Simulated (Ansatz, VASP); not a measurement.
# Cd: VASP beside Ansatz

```
Cd
1.0
     0.00000    2.07105    2.07105
     2.07105    0.00000    2.07105
     2.07105    2.07105    0.00000
Cd
1
Direct
  0.00000 0.00000 0.00000
```

Change from the starting cell: volume scaled by 0.78, LAPW.

Alike in both runs: task single point; functional PBE; k mesh 14 × 14 × 14; occupations fermi-dirac, width 0.08 eV; no spin polarisation.

|  | VASP | Ansatz |
| --- | --- | --- |
| version | VASP 6.6.1 | Ansatz 0.2.0 |
| potentials or method | VASP PAW PBE potentials, release 64 (Cd), cutoff 520 eV | all-electron LAPW, scalar-relativistic |

VASP gave:

- pressure (GPa): 22.8

Question: Estimate Ansatz's values.

Answer: Pressure (GPa): 22.0.

Ansatz ran all-electron here, so the differences hold the error of VASP's frozen core and of both bases.

Caveats: so large a pressure means that the cell lies far from this level's equilibrium, or that cutoff or potentials fall short (VASP).
